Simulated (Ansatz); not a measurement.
Crystal: TaS2.

```
Ta S
1.0
     3.35000    0.00000    0.00000
    -1.67500    2.90119    0.00000
     0.00000    0.00000    5.86000
Ta S
1 2
Direct
  0.00000 0.00000 0.00000
  0.66667 0.33333 0.75000
  0.33333 0.66667 0.25000
```

| Property | Result |
| --- | --- |
| Program | Ansatz 0.2.0 |
| Task | relaxation of cell and atoms |
| Functional | PBEsol |
| Potentials or basis | Ansatz PAW |
| Cutoff | 420 eV (not typed: the program's choice for these potentials) |
| k mesh | 9 × 9 × 5 |
| Occupations | fermi-dirac, width 0.05 eV |
| Spin | no spin polarisation |

At the start: volume 18.98 Å³/atom.

Problem. Where does the relaxation end?

Solution. It ends after 4 steps and the volume is 18.86 Å³/atom (-0.7 %); space group P-3m1 (No. 164, to 0.05 Å).

The path:
```csv
step,energy change (eV),largest force (eV/Å),volume (Å³)
1,0.0000,0.9946,56.95
2,-0.0652,0.0078,56.62
3,-0.0660,0.0093,56.57
4,-0.0660,0.0092,56.57
```

Final structure:
```
Ta S
1.0
     3.31879    0.00000    0.00000
    -1.65939    2.87416    0.00000
     0.00000    0.00000    5.93058
Ta S
1 2
Cartesian
  0.0000 0.0000 0.0000
  1.6594 0.9581 4.3899
  0.0000 1.9161 1.5407
```

Caveat: the plane-wave basis is chosen anew once the cell has moved, so the energies of steps on either side of that aren't comparable; this functional lacks dispersion, which binds the layers, so the pressure and a relaxed spacing across them are unreliable; the PAW data sets come from PBE, with cores solved anew for the run's functional, which leaves a small shift of forces and pressure.
